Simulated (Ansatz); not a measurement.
WC: moving W off its site

WC, P-6m2, a = 2.901 Å, c = 2.829 Å (as given, not relaxed at this level: 8.5 GPa). Ansatz: PBE, PAW, 420 eV, Γ-centred 18×18×16 mesh on 2 atoms, Gaussian smearing 0.15 eV; no spin polarisation.

```
W C
1.0
     2.90050    0.00000    0.00000
    -1.45025    2.51191    0.00000
     0.00000    0.00000    2.82900
W C
1 1
Direct
  0.00000 0.00000 0.00000
  0.66667 0.33333 0.50000
```

Atom 1 (W) moves by x along the unit vector (0.000, 0.000, 1.000), with its periodic images; all else is held. y is the free energy of the cell over the start, F the force along the path summed over the moved atoms. Symmetry makes y even in x.

| x (Å) | y (meV) | F (eV/Å) |
| --- | --- | --- |
| -0.3000 | ? | ? |
| -0.1500 | 167.9 | 2.28 |
| 0.0000 | 0.0 | 0.00 |
| 0.0375 | 10.3 | -0.55 |
| 0.0750 | 41.5 | -1.11 |
| 0.1125 | 93.8 | -1.68 |
| 0.1875 | 265.6 | -2.94 |
| 0.2250 | 388.5 | -3.62 |
| 0.2625 | 537.1 | -4.31 |

Question: Fit y = c2 x² + c4 x⁴ to the energies of the other rows, give the force constant, and predict energy and force of the missing row.

Answer: Least squares on the rows shown. y = 7313.5 x² + 7004.0 x⁴. The force constant is 2 c2 = 14.6 eV/Å², for the cell as given, at 8.5 GPa (for all images moving together, not for a lone atom). The force −dy/dx at the missing row is 5.14 eV/Å (computed 5.02). At x = -0.3000 the fit asked for gives 714.9 meV. The run gave 712.2 meV, so the fit is 2.7 meV too high, a small miss on the scale of the series.

Spin–orbit coupling is left out, which can shift energies with elements as heavy as these.